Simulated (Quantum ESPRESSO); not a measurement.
Crystal: FeO (Wuestite).

```xyz
2
Lattice="0.0000 2.1554 2.1554 2.1554 0.0000 2.1554 2.1554 2.1554 0.0000" Properties=species:S:1:pos:R:3 pbc="T T T"
Fe    0.0000    0.0000    0.0000
O     2.1554    2.1554    2.1554
```

Base run:

| Item | Value |
| --- | --- |
| Program | Quantum ESPRESSO 7.5 |
| Functional | PBE |
| Potentials or basis | PseudoDojo 0.4.1 SR PBE standard |
| Cutoff | 1225 eV |
| Density cutoff | 4898 eV |
| k mesh | 11 × 11 × 11 |
| Occupations | fermi-dirac, width 0.05 eV |
| Spin | collinear spin, ferromagnetic start |
| Starting moments | [3.0, 0.0] μB |

Its results: band gap on the k mesh none (metal or under the smearing width); pressure -1.0 GPa; net moment 4.00 μB per cell; site moments Fe +3.47; O +0.32 μB.

**Question.** The run is repeated on the same cell with these changes: functional from PBE to PBEsol; potentials or basis from PseudoDojo 0.4.1 SR PBE standard to PseudoDojo 0.4.1 SR PBEsol standard. What comes out?

**Answer.** Band gap on the k mesh none (metal or under the smearing width); pressure -9.2 GPa; net moment 4.00 μB per cell; site moments Fe +3.46; O +0.32 μB.

Caveats: a cell with one magnetic atom can't hold antiferromagnetic order, which such compounds often take; semilocal functionals often make such compounds metallic where correlation or magnetic order opens a gap, which also shifts bond lengths.
